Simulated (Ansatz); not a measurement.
Mulliken charges of `C1[C@H]2C[C@@H]12` from B3LYP/def2-TZVPP in Ansatz (PBE0-D4/def2-TZVP geometry).

| atom | x (Å) | y (Å) | z (Å) | charge (e) |
| --- | --- | --- | --- | --- |
| C1 | -0.500 | 0.926 | -0.506 | -0.105 |
| C2 | -0.480 | -0.554 | -0.340 | -0.118 |
| C3 | 0.234 | -0.614 | 0.966 | -0.105 |
| C4 | 0.762 | 0.223 | -0.147 | -0.118 |
| H5 | -0.581 | 1.307 | -1.520 | 0.066 |
| H6 | -0.999 | 1.538 | 0.247 | 0.063 |
| H7 | -0.701 | -1.335 | -1.048 | 0.094 |
| H8 | -0.207 | -0.124 | 1.834 | 0.063 |
| H9 | 0.772 | -1.531 | 1.190 | 0.066 |
| H10 | 1.700 | 0.165 | -0.676 | 0.094 |

Question: By hand: the dipole of these point charges (1 e Å = 4.8032 D).

Answer: Σ q r = (0.025, -0.029, -0.044) e Å, of length 0.058 e Å = 0.28 D.

Question: How does the dipole of the full density compare? (Estimate.)

Answer: Computed: (0.064, -0.075, -0.110) e Å, 0.71 D; the point charges give 0.39 times that, at 1° from its direction.

Point charges leave out the atoms' own dipoles, such as those of lone pairs, and Mulliken's split depends on the basis, so the two needn't agree.

B3LYP here is the variant with VWN-RPA as its local correlation; programs differ in this.
